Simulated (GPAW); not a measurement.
GaN in GPAW: convergence with convergence criteria

Input of the first run (convergence criteria density=0.001 energy=0.01 eigenstates=0.0001); the others differ in this setting and in those tied to it:

File run.py:

```python
from ase import Atoms
from ase.dft.bandgap import bandgap
from ase.io import write
from ase.units import GPa
from gpaw import GPAW, PW

atoms = Atoms(['Ga', 'N'],
              cell=[[0.0, 2.2535006075, 2.2535006075],
                    [2.2535006075, 0.0, 2.2535006075],
                    [2.2535006075, 2.2535006075, 0.0]],
              scaled_positions=[[0.0, 0.0, 0.0],
                                [0.25, 0.25, 0.25]],
              pbc=True)

calc = GPAW(mode=PW(800),
            xc='PBE',
            kpts={'size': (10, 10, 10), 'gamma': True},
            occupations={'name': 'fermi-dirac', 'width': 0.05},
            nbands=11,
            convergence={'density': 0.001, 'energy': 0.01, 'eigenstates': 0.0001},
            maxiter=100,
            txt='gpaw.txt')
atoms.calc = calc
energy = atoms.get_potential_energy()
forces = atoms.get_forces()
stress = atoms.get_stress()
calc.write('gs.gpw')
write('result.traj', atoms)
print(f'Energy: {energy:.6f} eV')
print('Forces (eV/A):')
print(forces.round(4))
print('Stress (GPa):', (stress / GPa).round(3))
print('Fermi level:', round(calc.get_fermi_level(), 4), 'eV')
print(f'Gap: {bandgap(calc)[0]:.4f} eV, direct: {bandgap(calc, direct=True)[0]:.4f} eV')
```

Potentials or basis: GPAW PAW data sets (gpaw-data 1.2.1), pw.

Launch:

```bash
$ OMP_NUM_THREADS=1 python run.py
```

The cell is a database's computed one.

Hardware: 1 thread of Arm Neoverse V1 (shared host).

```
                        convergence criteria  energy less the tightest run, at zero smearing (meV/atom)  SCF cycles  CPU time (s)  peak memory (GiB)
density=0.001 energy=0.01 eigenstates=0.0001                                                       0.00           7            10               0.16
                                     default                                                       0.00           8            13               0.16
                  density=1e-05 energy=1e-05                                                       0.00          10            14               0.16
                 density=1e-05 forces=0.0001                                                       0.00          11            15               0.16
density=1e-06 energy=1e-06 eigenstates=1e-10                                                       0.00          11            15               0.16
```

Against the tightest run, the energy stays within 1 meV/atom from density=0.001 energy=0.01 eigenstates=0.0001 on. The tightest run that finished is the yardstick and may itself not be fully converged.
